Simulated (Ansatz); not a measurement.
## ZnS (P6_3mc), one atom moved over a plane

Theory: DFT r2SCAN, scalar-relativistic, plane waves, PAW in Ansatz. Cutoff 500 eV, Γ-centred 6×6×4 k-points, Gaussian smearing of 0.05 eV. No spin polarisation. Energies are free energies at this smearing, counted from the undisturbed cell; pressure is positive in compression.

Zero of the scan (as given, not relaxed at this level; it stands at 0.1 GPa):

```yaml
crystal:
  lattice:
    - [3.81100, 0.00000, 0.00000]
    - [-1.90550, 3.30042, 0.00000]
    - [0.00000, 0.00000, 6.23400]
  atoms:
    - { symbol: Zn, position: [0.33333, 0.66667, 0.00000] }
    - { symbol: Zn, position: [0.66667, 0.33333, 0.50000] }
    - { symbol: S, position: [0.33333, 0.66667, 0.38500] }
    - { symbol: S, position: [0.66667, 0.33333, 0.88500] }
```

Atom 1 (Zn) is moved by p along (0.707, 0.707, 0.000) and q along (0.000, 0.000, 1.000) (Å), all else fixed. Points are written (p, q).

Energy above the undisturbed cell in eV/cell (a dash: not computed):

```
 p \ q  -0.450  -0.225  0.000  0.225  0.450
-0.450    2.36    1.71   1.06   0.73   1.12
-0.225    0.82    0.48   0.21   0.25   1.02
 0.000    0.46    0.18   0.00   0.14   1.02
 0.225    0.72    0.39   0.15   0.21   1.00
 0.450    1.40    0.95   0.54   0.42   0.97
```

Pressure in GPa:

```
 p \ q  -0.450  -0.225  0.000  0.225  0.450
-0.450    11.7     8.9    5.9    4.2    5.5
-0.225     4.4     2.7    1.3    1.3    4.4
 0.000     2.5     1.1    0.1    0.5    4.2
 0.225     3.9     2.3    1.0    1.1    4.2
 0.450     7.5     5.4    3.3    2.3    4.3
```

Gap on the k-mesh in eV:

```
 p \ q  -0.450  -0.225  0.000  0.225  0.450
-0.450    2.26    2.61   2.67   2.35   1.87
-0.225    2.28    2.64   2.74   2.44   1.97
 0.000    2.30    2.67   2.82   2.56   2.09
 0.225    2.31    2.66   2.75   2.44   1.97
 0.450    2.43    2.72   2.73   2.37   1.85
```